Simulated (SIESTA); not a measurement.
Runs of SIESTA 5.4.2 on FeO. Symmetry: Fm-3m, No. 225, cubic system. Conventional cell: a = 4.311 Å, b = 4.311 Å, c = 4.311 Å, α = 90.00°, β = 90.00°, γ = 90.00°. Around Fe (site symmetry m-3m) lie 6 O at 2.16 Å. O (site symmetry m-3m) is surrounded by 6 Fe at 2.16 Å. 

| task | level | potentials or basis | spin | U | hubbard projector method | U from the first cycle | gap on the mesh (eV) | pressure (GPa) | moment (μB) |
| --- | --- | --- | --- | --- | --- | --- | --- | --- | --- |
| band structure | LDA+U | PseudoDojo 0.4 standard (LDA files), DZP (energy shift 0.002 Ry) | collinear, ferromagnetic start | Fe d U = 4.5 eV | 1 | - | none | -10.7 | 4.00 |
| single point | LDA | PseudoDojo 0.4 standard (LDA files), DZP (energy shift 0.002 Ry) | collinear, ferromagnetic start | - | - | - | none | -14.6 | 4.00 |
| single point | LDA+U | PseudoDojo 0.4 standard (LDA files), DZ (energy shift 0.002 Ry) | collinear, ferromagnetic start | Fe d U = 6 eV | 1 | yes | none | -13.5 | 4.00 |
| band structure | PBE+U | PseudoDojo 0.4 standard (PBE files), DZP (energy shift 0.002 Ry) | collinear, random start | Fe d U = 4 eV | 2 | yes | none | (a) | 4.00 |

Alike in all rows: cell as given; k mesh 9 × 9 × 9; smearing fermi-dirac 0.05 eV; grid cutoff 800 Ry; energy shift 0.002 Ry.

Task: Fill in the values left out.

Result: (a) 3.0.

Caveats: semicore shells carry a single zeta, which can move pressures by several GPa and volumes by a few percent; the basis of atomic orbitals isn't converged, which shifts pressures, moduli and gaps; a cell with one magnetic atom can't hold antiferromagnetic order, which such compounds often take; semilocal functionals often make such compounds metallic where correlation or magnetic order opens a gap, which also shifts bond lengths (some runs); the basis has no polarisation orbitals (some runs).

A k mesh can miss the band edges.

A gap of «none» marks a metal or a gap under the smearing width.

Not every run made on this cell is shown here.
